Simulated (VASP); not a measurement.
# GaSb (F-43m) in VASP: notebook

Runs on GaSb. Level: PBE. Tasks: relaxation of cell and atoms.

Everything below comes from runs of VASP 6.6.1. Logs are shortened: lines on timing, memory, paths and dates and some standing lists are left out, and cuts for length are marked.

## (1) Starting point

Symmetry: F-43m, No. 216, cubic system. The conventional cell has a = 6.118 Å, b = 6.118 Å, c = 6.118 Å, α = 90.00°, β = 90.00°, γ = 90.00°. Around Ga (site symmetry -43m) lie 4 Sb at 2.65 Å. Around Sb (site symmetry -43m) lie 4 Ga at 2.65 Å.

## (2) Relaxation of cell and atoms, PBE

INCAR

```
SYSTEM = GaSb
PREC = Accurate ; ENCUT = 520
EDIFF = 1E-7 ; ISMEAR = 0
SIGMA = 0.02 ; LREAL = .FALSE.
LASPH = .TRUE. ; NELM = 80
ALGO = Normal ; ISIF = 3
LWAVE = .FALSE. ; LCHARG = .FALSE.
GGA = PE ; IBRION = 2
NSW = 80 ; EDIFFG = -0.002
```

KPOINTS

```
regular mesh
0
G
  10 10 10
  0 0 0
```

POSCAR

```
GaSb
1.0
    0.0000000000      3.0590000000      3.0590000000
    3.0590000000      0.0000000000      3.0590000000
    3.0590000000      3.0590000000      0.0000000000
Ga Sb
1 1
Direct
    0.0000000000      0.0000000000      0.0000000000
    0.2500000000      0.2500000000      0.2500000000
```

Potentials or basis: VASP PAW PBE potentials, release 64 (Ga_d, Sb).

Run with:

```
$ cat potpaw_PBE.64/Ga_d/POTCAR potpaw_PBE.64/Sb/POTCAR > POTCAR
$ mpirun -np 1 vasp_std > vasp.out
```

OUTCAR:

```text
SYSTEM = GaSb
   PREC = Accurate
   ENCUT = 520
   EDIFF = 1E-7
   ISMEAR = 0
   LREAL = .FALSE.
   LASPH = .TRUE.
   NELM = 80
   ISIF = 3
   GGA = PE
   IBRION = 2
   NSW = 80
   EDIFFG = -0.002

 ion  position               nearest neighbor table
   1  0.000  0.000  0.000-   2 2.65   2 2.65   2 2.65   2 2.65
   2  0.250  0.250  0.250-   1 2.65   1 2.65   1 2.65   1 2.65

  LATTYP: Found a face centered cubic cell.
 ALAT       =     6.1180000000

  Lattice vectors:

 A1 = (   0.0000000000,   3.0590000000,   3.0590000000)
 A2 = (   3.0590000000,   0.0000000000,   3.0590000000)
 A3 = (   3.0590000000,   3.0590000000,   0.0000000000)

Analysis of symmetry for initial positions (statically):
=====================================================================
 Subroutine PRICEL returns:
 Original cell was already a primitive cell.

 Routine SETGRP: Setting up the symmetry group for a
 face centered cubic supercell.

 Subroutine GETGRP returns: Found 24 space group operations
 (whereof 24 operations were pure point group operations)
 out of a pool of 48 trial point group operations.

The static configuration has the point symmetry T_d .

Analysis of symmetry for dynamics (positions and initial velocities):
=====================================================================
 Subroutine PRICEL returns:
 Original cell was already a primitive cell.

 Routine SETGRP: Setting up the symmetry group for a
 face centered cubic supercell.

 Subroutine GETGRP returns: Found 24 space group operations
 (whereof 24 operations were pure point group operations)
 out of a pool of 48 trial point group operations.

The dynamic configuration has the point symmetry T_d .

 Subroutine INISYM returns: Found 24 space group operations
 (whereof 24 operations are pure point group operations),
 and found     1 'primitive' translations

----------------------------------------------------------------------------------------

                                     Primitive cell

  volume of cell :      57.2491

  direct lattice vectors                    reciprocal lattice vectors
     0.000000000  3.059000000  3.059000000    -0.163452109  0.163452109  0.163452109
     3.059000000  0.000000000  3.059000000     0.163452109 -0.163452109  0.163452109
     3.059000000  3.059000000  0.000000000     0.163452109  0.163452109 -0.163452109

  length of vectors
     4.326079287  4.326079287  4.326079287     0.283107357  0.283107357  0.283107357

  position of ions in fractional coordinates (direct lattice)
     0.000000000  0.000000000  0.000000000
     0.250000000  0.250000000  0.250000000

  ion indices of the primitive-cell ions
   primitive index   ion index
                 1           1
                 2           2

----------------------------------------------------------------------------------------

 KPOINTS: regular mesh

Automatic generation of k-mesh.
 Grid dimensions read from file:
 generate k-points for:   10   10   10

 Generating k-lattice:

  Cartesian coordinates                     Fractional coordinates (reciprocal lattice)
    -0.016345211  0.016345211  0.016345211     0.100000000  0.000000000  0.000000000
     0.016345211 -0.016345211  0.016345211     0.000000000  0.100000000  0.000000000
     0.016345211  0.016345211 -0.016345211     0.000000000  0.000000000  0.100000000

  Length of vectors
     0.028310736  0.028310736  0.028310736

  Shift w.r.t. Gamma in fractional coordinates (k-lattice)
     0.000000000  0.000000000  0.000000000

 Subroutine IBZKPT returns following result:
 ===========================================

 Found     47 irreducible k-points:

 Following reciprocal coordinates:
            Coordinates               Weight
  0.000000  0.000000  0.000000      1.000000
  0.100000  0.000000  0.000000      8.000000
  0.200000  0.000000  0.000000      8.000000
  0.300000  0.000000  0.000000      8.000000
  0.400000  0.000000  0.000000      8.000000
  0.500000  0.000000  0.000000      4.000000
[... 16 lines left out ...]
  0.300000  0.300000  0.000000      6.000000
  0.400000  0.300000  0.000000     24.000000
 [... further k-points ...]
   k-points           NKPTS =     47   k-points in BZ     NKDIM =     47   number of bands    NBANDS=     13
   number of dos      NEDOS =    301   number of ions     NIONS =      2
   total plane-waves  NPLWV =  32768
   dimension x,y,z NGX =    32 NGY =   32 NGZ =   32
   dimension x,y,z NGXF=    64 NGYF=   64 NGZF=   64
   ions per type =               1   1
   NGX,Y,Z   is equivalent  to a cutoff of  12.30, 12.30, 12.30 a.u.
   NGXF,Y,Z  is equivalent  to a cutoff of  24.59, 24.59, 24.59 a.u.
 SYSTEM =  GaSb
   PREC   = accura    normal or accurate (medium, high low for compatibility)
   ISTART =      0    job   : 0-new  1-cont  2-samecut
   ICHARG =      2    charge: 1-file 2-atom 10-const
   ISPIN  =      1    spin polarized calculation?
   LNONCOLLINEAR =      F non collinear calculations
   LSORBIT =      F    spin-orbit coupling
   LASPH  =      T    aspherical Exc in radial PAW
   ENCUT  =  520.0 eV  38.22 Ry    6.18 a.u.   8.04  8.04  8.04*2*pi/ulx,y,z
   NELM   =     80;   NELMIN=  2; NELMDL= -5     # of ELM steps
   EDIFF  = 0.1E-06   stopping-criterion for ELM
   LREAL  =      F    real-space projection
   EDIFFG = -.2E-02   stopping-criterion for IOM
   NSW    =     80    number of steps for IOM
   IBRION =      2    ionic relax: 0-MD 1-quasi-New 2-CG
   NFREE  =      1    steps in history (QN), initial steepest desc. (CG)
   ISIF   =      3    stress and relaxation
   ISYM   =      2    0-nonsym 1-usesym 2-fastsym
   POTIM  = 0.5000    time-step for ionic-motion
   TEBEG  =    0.0;   TEEND  =   0.0 temperature during run
   PSTRESS=    0.0 pullay stress
   NELECT =      18.0000    total number of electrons
   NUPDOWN=      -1.0000    fix difference up-down
   EMIN   =  10.00;   EMAX   =-10.00  energy-range for DOS
   EFERMI =   0.00;   METHOD = LEGACY
   ISMEAR =     0;   SIGMA  =   0.02  broadening in eV -4-tet -1-fermi 0-gaus
   EFERMI_NEDOS =   21; number of points for ismear=-14 and -15
   IALGO  =     38    algorithm
   IMIX   =      4    mixing-type and parameters
     AMIX     =   0.40;   BMIX     =  1.00
     AMIX_MAG =   1.60;   BMIX_MAG =  1.00
  volume/ion in A,a.u.               =      28.62       193.17
  Fermi-wavevector in a.u.,A,eV,Ry     =   1.113208  2.103657 16.860766  1.239231
  Thomas-Fermi vector in A             =   2.249790
   LORBIT       =      0    0 simple, 1 ext, 2 COOP (PROOUT), +10 PAW based schemes
   GGA     = PE    functional components
   LHFCALC =     F    Hartree Fock is set to
   AEXX    =    0.0000 exact exchange contribution
   IVDW    =     0    specifies the selected vdW correction
   LEPSILON=     F    determine dielectric tensor
   LRPA    =     F    only Hartree local field effects (RPA)
 conjugate gradient relaxation of ions
 non-spin polarized calculation
 Gauss-broadening in eV      SIGMA  =   0.02
  energy-cutoff  :      520.00
  volume of cell :       57.25
 maximum number of plane-waves:      1572
   NGX = 17   NGY = 17   NGZ = 17

--------------------------------------- Ionic step        1  -------------------------------------------

 number of electron      17.9999986 magnetization

 Free energy of the ion-electron system (eV)
  ---------------------------------------------------
  ext. energy  EPLUGINS =         0.00000000
  ---------------------------------------------------
  free energy    TOTEN  =        -7.35120132 eV

  energy without entropy =       -7.35118481  energy(sigma->0) =       -7.35119307

 E-fermi :   4.8921     XC(G=0):  -9.0893

 val. band max:        4.8695551671   @ k =   0.0000   0.0000   0.0000
 cond. band min:       4.9058741566   @ k =   0.0000   0.0000   0.0000
 fundamental gap:      0.0363189896
 Fermi energy:         4.8921315994

 k-point     1 :       0.0000    0.0000    0.0000
  band No.  band energies     occupation
      1     -10.1648      2.00000
      2     -10.1648      2.00000
      3     -10.1648      2.00000
      4     -10.1151      2.00000
      5     -10.1151      2.00000
      6      -6.6068      2.00000
      7       4.8696      1.88962
      8       4.8696      1.88960
      9       4.8696      1.88960
     10       4.9059      0.33118
     11       7.6458      0.00000
     12       7.6458      0.00000
     13       7.6458      0.00000
[... 469 lines left out ...]
  FREE ENERGIE OF THE ION-ELECTRON SYSTEM (eV)
  ---------------------------------------------------
  free  energy   TOTEN  =        -7.3715410518 eV

  energy  without entropy=       -7.3715101993  energy(sigma->0) =       -7.37152563

[... ionic steps 4 to 9 ...]

--------------------------------------- Ionic step       10  -------------------------------------------

 number of electron      18.0000015 magnetization

------------------------ aborting loop because EDIFF is reached ----------------------------------------

  FORCE on cell =-STRESS in cart. coord.  units (eV):
  Direction    XX          YY          ZZ          XY          YZ          ZX
  --------------------------------------------------------------------------------------
  -------------------------------------------------------------------------------------
  Total        0.0105468      0.0105468      0.0105468     -0.0000000     -0.0000000     -0.0000000
  in kB        0.2814853      0.2814853      0.2814853     -0.0000000     -0.0000000     -0.0000000
  external PRESSURE =       0.2814853 kB  Pullay stress =       0.0000000 kB
[... 57 lines left out ...]
  energy  without entropy=       -7.3715080172  energy(sigma->0) =       -7.37152344

--------------------------------------- Ionic step       12  -------------------------------------------

 number of electron      18.0000015 magnetization

 Free energy of the ion-electron system (eV)
  ---------------------------------------------------
  ext. energy  EPLUGINS =         0.00000000
  ---------------------------------------------------
  free energy    TOTEN  =        -7.37154040 eV

  energy without entropy =       -7.37150954  energy(sigma->0) =       -7.37152497

 E-fermi :   4.3996     XC(G=0):  -8.8820

 val. band max:        4.3934940682   @ k =   0.0000   0.0000   0.0000
 cond. band min:       4.7017338799   @ k =   0.5000   0.0000   0.0000
 fundamental gap:      0.3082398117
 Fermi energy:         4.3995851628

 k-point     1 :       0.0000    0.0000    0.0000
  band No.  band energies     occupation
      1     -10.5528      2.00000
      2     -10.5528      2.00000
      3     -10.5528      2.00000
      4     -10.5100      2.00000
      5     -10.5100      2.00000
      6      -6.7607      2.00000
      7       4.0965      2.00000
      8       4.3935      1.33336
      9       4.3935      1.33332
     10       4.3935      1.33332
     11       7.1816      0.00000
     12       7.1816      0.00000
     13       7.1816      0.00000
[... 397 lines left out ...]
  FREE ENERGIE OF THE ION-ELECTRON SYSTEM (eV)
  ---------------------------------------------------
  free  energy   TOTEN  =        -7.3715403972 eV

  energy  without entropy=       -7.3715095448  energy(sigma->0) =       -7.37152497

 reached required accuracy - stopping structural energy minimisation
```

Run time: 2.1 min. Hardware: 1 thread of Intel Xeon Platinum 8488C (Sapphire Rapids), shared host; peak memory 0.21 GiB.

What came out:

```yaml
Free_energy: -7.3715 eV
Relaxed_volume: 30.03 Å³/atom
Relaxed_cell: a = 4.396 Å, b = 4.396 Å, c = 4.396 Å, α = 60.00°, β = 60.00°, γ = 60.00°
Space_group_after_relaxing_to_0.05_Å: F-43m (No. 216)
Energy_gained_by_relaxing: 10.2 meV/atom
Ionic_steps: 12
Pressure_after_relaxing: 0.0 GPa
Band_gap_on_the_k_mesh: none (metal or under the smearing width)
```

The path:
| step | energy change (eV) | largest force (eV/Å) | pressure (GPa) | volume (Å³) |
| --- | --- | --- | --- | --- |
| 1 | 0.0000 | 0.0000 | 2.39 | 57.25 |
| 2 | -0.0189 | 0.0000 | -0.57 | 60.87 |
| 3 | -0.0203 | 0.0000 | -0.03 | 60.08 |
| 4 | -0.0203 | 0.0000 | 0.07 | 60.02 |
| 5 | -0.0203 | 0.0000 | 0.04 | 60.02 |
| 6 | -0.0203 | 0.0000 | 0.03 | 60.02 |
| 7 | -0.0203 | 0.0000 | 0.04 | 60.03 |
| 8 | -0.0203 | 0.0000 | 0.04 | 60.03 |
| 9 | -0.0203 | 0.0000 | 0.02 | 60.03 |
| 10 | -0.0203 | 0.0000 | 0.03 | 60.03 |
| 11 | -0.0203 | 0.0000 | 0.02 | 60.04 |
| 12 | -0.0203 | 0.0000 | 0.01 | 60.05 |

Final structure:
```
Ga Sb
1.0
     0.00000    3.10812    3.10812
     3.10812    0.00000    3.10812
     3.10812    3.10812    0.00000
Ga Sb
1 1
Direct
  0.00000 0.00000 0.00000
  0.25000 0.25000 0.25000
```

Levels at points of the mesh, in eV from the Fermi level:
```
           k point  band 5  band 6  band 7  band 8  band 9  band 10  band 11  band 12  band 13
(0.00, 0.00, 0.00)  -14.91  -11.16   -0.30   -0.01   -0.01    -0.01     2.78     2.78     2.78
(0.50, 0.00, 0.00)  -14.91   -9.66   -6.14   -1.09   -1.09     0.30     3.74     3.74     6.49
(0.50, 0.50, 0.00)  -14.91   -8.90   -6.61   -2.42   -2.42     0.95     1.33     8.37     8.37
```

Caveat: this crystal is a semiconductor, whose small gap the functional closes, so the metal is an error of the method. Spin-orbit coupling is left out, which matters for the levels of Sb.

## (3) Relaxation of cell and atoms, PBE

This run uses another cell than the first one, of 30.03 Å³/atom, 1.049 times its volume.

INCAR is that of step 2.

KPOINTS is that of step 2.

POSCAR

```
GaSb                                    
1.0
   -0.0000000000      3.1081234761      3.1081234761
    3.1081234761      0.0000000000      3.1081234761
    3.1081234761      3.1081234761     -0.0000000000
  Ga              Sb            
     1     1
Direct
     0.0000000000000000    0.0000000000000000    0.0000000000000000
     0.2500000000000000    0.2500000000000000    0.2500000000000000
```

Potentials or basis: VASP PAW PBE potentials, release 64 (Ga_d, Sb).

Run with:

```
$ cat potpaw_PBE.64/Ga_d/POTCAR potpaw_PBE.64/Sb/POTCAR > POTCAR
$ mpirun -np 1 vasp_std > vasp.out
```

Run time: 55 s. Hardware: 1 thread of Intel Xeon Platinum 8488C (Sapphire Rapids), shared host; peak memory 0.22 GiB.

The run converged. Its results:

* Free energy: -7.3716 eV
* Relaxed volume: 30.04 Å³/atom
* Relaxed cell: a = 4.396 Å, b = 4.396 Å, c = 4.396 Å, α = 60.00°, β = 60.00°, γ = 60.00°
* Space group after relaxing (to 0.05 Å): F-43m (No. 216)
* Energy gained by relaxing: 0.0 meV/atom
* Ionic steps: 2
* Pressure after relaxing: 0.0 GPa
* Band gap on the k mesh: none (metal or under the smearing width)

Final structure:
```yaml
crystal:
  lattice:
    - [0.00000, 3.10860, 3.10860]
    - [3.10860, 0.00000, 3.10860]
    - [3.10860, 3.10860, 0.00000]
  atoms:
    - { symbol: Ga, position: [0.00000, 0.00000, 0.00000] }
    - { symbol: Sb, position: [0.25000, 0.25000, 0.25000] }
```

Levels at points of the mesh, in eV from the Fermi level:
```
           k point  band 7  band 8  band 9  band 10  band 11  band 12
(0.00, 0.00, 0.00)   -0.31   -0.01   -0.01    -0.01     2.78     2.78
(0.50, 0.00, 0.00)   -6.14   -1.08   -1.08     0.30     3.74     3.74
(0.50, 0.50, 0.00)   -6.60   -2.42   -2.42     0.95     1.33     8.36
```

Caveat: this crystal is a semiconductor, whose small gap the functional closes, so the metal is an error of the method. The run has no spin-orbit coupling, so splittings on Sb are missing.
